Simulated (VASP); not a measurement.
A run of VASP 6.6.1 is set up as follows.

File INCAR:

```
PREC = Accurate
ENCUT = 520
EDIFF = 1E-6
ISMEAR = 0
SIGMA = 0.03
LREAL = F
LASPH = T
NELM = 80
ALGO = Normal
ISIF = 2
LWAVE = F
LCHARG = F
GGA = PS
NBANDS = 26
ICORELEVEL = 1
```

Contents of KPOINTS:

```
regular mesh
0
Gamma
  9 9 4
```

The input POSCAR:

```
CdS                                     
1.0
    4.1314642933      0.0000000000      0.0000000000
   -2.0657321467      3.5779530371      0.0000000000
   -0.0000000000      0.0000000000      6.7246185049
  Cd              S             
     2     2
Direct
     0.3333333300000021    0.6666666699999979    0.9993193368878834
     0.6666666699999979    0.3333333300000021    0.4993193368878836
     0.3333333300000021    0.6666666699999979    0.3756806631121164
     0.6666666699999979    0.3333333300000021    0.8756806631121166
```

KPOINTS_OPT

```
explicit points
96
Reciprocal
 0.0000000000  0.0000000000  0.0000000000 1
 0.0555555556  0.0000000000  0.0000000000 1
 0.1111111111  0.0000000000  0.0000000000 1
 0.1666666667  0.0000000000  0.0000000000 1
 0.2222222222  0.0000000000  0.0000000000 1
 0.2777777778  0.0000000000  0.0000000000 1
 0.3333333333  0.0000000000  0.0000000000 1
 0.3888888889  0.0000000000  0.0000000000 1
 0.4444444444  0.0000000000  0.0000000000 1
 0.5000000000  0.0000000000  0.0000000000 1
 0.5000000000  0.0000000000  0.0000000000 1
 0.4814814815  0.0370370370  0.0000000000 1
 0.4629629630  0.0740740741  0.0000000000 1
 0.4444444444  0.1111111111  0.0000000000 1
 0.4259259259  0.1481481481  0.0000000000 1
 0.4074074074  0.1851851852  0.0000000000 1
 0.3888888889  0.2222222222  0.0000000000 1
 0.3703703703  0.2592592592  0.0000000000 1
 0.3518518518  0.2962962963  0.0000000000 1
 0.3333333333  0.3333333333  0.0000000000 1
 0.3333333333  0.3333333333  0.0000000000 1
 0.2962962963  0.2962962963  0.0000000000 1
 0.2592592592  0.2592592592  0.0000000000 1
 0.2222222222  0.2222222222  0.0000000000 1
 0.1851851852  0.1851851852  0.0000000000 1
 0.1481481481  0.1481481481  0.0000000000 1
 0.1111111111  0.1111111111  0.0000000000 1
 0.0740740741  0.0740740741  0.0000000000 1
 0.0370370370  0.0370370370  0.0000000000 1
 0.0000000000  0.0000000000  0.0000000000 1
 0.0000000000  0.0000000000  0.0000000000 1
 0.0000000000  0.0000000000  0.0555555556 1
 0.0000000000  0.0000000000  0.1111111111 1
 0.0000000000  0.0000000000  0.1666666667 1
 0.0000000000  0.0000000000  0.2222222222 1
 0.0000000000  0.0000000000  0.2777777778 1
 0.0000000000  0.0000000000  0.3333333333 1
 0.0000000000  0.0000000000  0.3888888889 1
 0.0000000000  0.0000000000  0.4444444444 1
 0.0000000000  0.0000000000  0.5000000000 1
 0.0000000000  0.0000000000  0.5000000000 1
 0.0555555556  0.0000000000  0.5000000000 1
 0.1111111111  0.0000000000  0.5000000000 1
 0.1666666667  0.0000000000  0.5000000000 1
 0.2222222222  0.0000000000  0.5000000000 1
 0.2777777778  0.0000000000  0.5000000000 1
 0.3333333333  0.0000000000  0.5000000000 1
 0.3888888889  0.0000000000  0.5000000000 1
 0.4444444444  0.0000000000  0.5000000000 1
 0.5000000000  0.0000000000  0.5000000000 1
 0.5000000000  0.0000000000  0.5000000000 1
 0.4814814815  0.0370370370  0.5000000000 1
 0.4629629630  0.0740740741  0.5000000000 1
 0.4444444444  0.1111111111  0.5000000000 1
 0.4259259259  0.1481481481  0.5000000000 1
 0.4074074074  0.1851851852  0.5000000000 1
 0.3888888889  0.2222222222  0.5000000000 1
 0.3703703703  0.2592592592  0.5000000000 1
 0.3518518518  0.2962962963  0.5000000000 1
 0.3333333333  0.3333333333  0.5000000000 1
 0.3333333333  0.3333333333  0.5000000000 1
 0.2962962963  0.2962962963  0.5000000000 1
 0.2592592592  0.2592592592  0.5000000000 1
 0.2222222222  0.2222222222  0.5000000000 1
 0.1851851852  0.1851851852  0.5000000000 1
 0.1481481481  0.1481481481  0.5000000000 1
 0.1111111111  0.1111111111  0.5000000000 1
 0.0740740741  0.0740740741  0.5000000000 1
 0.0370370370  0.0370370370  0.5000000000 1
 0.0000000000  0.0000000000  0.5000000000 1
 0.5000000000  0.0000000000  0.5000000000 1
 0.5000000000  0.0000000000  0.4444444444 1
 0.5000000000  0.0000000000  0.3888888889 1
 0.5000000000  0.0000000000  0.3333333333 1
 0.5000000000  0.0000000000  0.2777777778 1
 0.5000000000  0.0000000000  0.2222222222 1
 0.5000000000  0.0000000000  0.1666666667 1
 0.5000000000  0.0000000000  0.1111111111 1
 0.5000000000  0.0000000000  0.0555555556 1
 0.5000000000  0.0000000000  0.0000000000 1
 0.3333333333  0.3333333333  0.0000000000 1
 0.3333333333  0.3333333333  0.0555555556 1
 0.3333333333  0.3333333333  0.1111111111 1
 0.3333333333  0.3333333333  0.1666666667 1
 0.3333333333  0.3333333333  0.2222222222 1
 0.3333333333  0.3333333333  0.2777777778 1
 0.3333333333  0.3333333333  0.3333333333 1
 0.3333333333  0.3333333333  0.3888888889 1
 0.3333333333  0.3333333333  0.4444444444 1
 0.3333333333  0.3333333333  0.5000000000 1
 0.0000000000  0.0000000000  0.0000000000 1
 0.0000000000  0.0000000000  0.5000000000 1
 0.3333333333  0.3333333333  0.5000000000 1
 0.3333333333  0.3333333333  0.0000000000 1
 0.5000000000  0.0000000000  0.5000000000 1
 0.5000000000  0.0000000000  0.0000000000 1
```

Potentials or basis: VASP PAW PBE potentials, release 64 (Cd, S).

The run is started by

```sh
$ cat potpaw_PBE.64/Cd/POTCAR potpaw_PBE.64/S/POTCAR > POTCAR
$ mpirun -np 1 vasp_std > vasp.out
```

(1) Predict the pressure.

(2) Estimate the band gap along the path.

(3) Predict the band gap on the k mesh.

Results:

(1) 0.0 GPa.

(2) 1.08 eV, direct.

(3) 1.08 eV, direct.

Caveat: the PAW data sets were made with another functional, which shifts forces and pressure a little.

**The experiment to reproduce.**

“Isotope dependence of band-gap energy”, 2008, arxiv:0807.2152 quotes, for a bulk crystal of CdS: band gap 2.5809 ± 0.0002 eV.

Measured gap of CdS: 2.5809 eV (quoted in “Isotope dependence of band-gap energy”, 2008, arxiv:0807.2152). This calculation gives 1.08 eV (-1.50 eV). So large a miss can be the level of theory's own, or it may mean another phase, state or a wrong row. Spin-orbit coupling on Cd is left out. The value is that of PBEsol, without temperature or zero-point motion. Semilocal functionals fall short of measured gaps as a rule.
